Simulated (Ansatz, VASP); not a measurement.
PbSe in VASP and in Ansatz

```xyz
2
Lattice="0.0000 3.0621 3.0621 3.0621 0.0000 3.0621 3.0621 3.0621 0.0000" Properties=species:S:1:pos:R:3 pbc="T T T"
Pb    0.0000    0.0000    0.0000
Se    3.0621    3.0621    2.9997
```

Change from the starting cell: all Se atoms moved +0.062 Å, as atom 2 towards its neighbour atom 1 (Pb) at 3.062 Å.

Alike in both runs: task single point; functional PBE; k mesh 10 × 10 × 10; occupations gaussian, width 0.03 eV; no spin polarisation.

|  | VASP | Ansatz |
| --- | --- | --- |
| version | VASP 6.6.1 | Ansatz 0.2.0 |
| potentials or method | VASP PAW PBE potentials, release 64 (Pb_d, Se) | scalar-relativistic, plane waves, PAW |
| plane-wave cutoff (eV) | 520 | 420 |
| valence electrons in the cell | 20 | 30 |

```csv
,VASP,Ansatz,Ansatz less VASP
gap on the k mesh at the Fermi level (eV),0.35,0.35,-0.005
least direct gap on the mesh (eV),0.35,0.35,-0.005
pressure (GPa),2.4,2.4,+0.02
largest component of the traceless stress (GPa),0.11,0.11,-0.001
rms of the force components (eV/Å),0.025,0.024,-0.0008
```

Atom by atom the forces differ by 0.001 eV/Å (rms over components). The two sets of potentials don't hold the same shells in valence.

Caveats: spin-orbit coupling is left out, which as a rule narrows the gap of such compounds by several tenths of an eV.
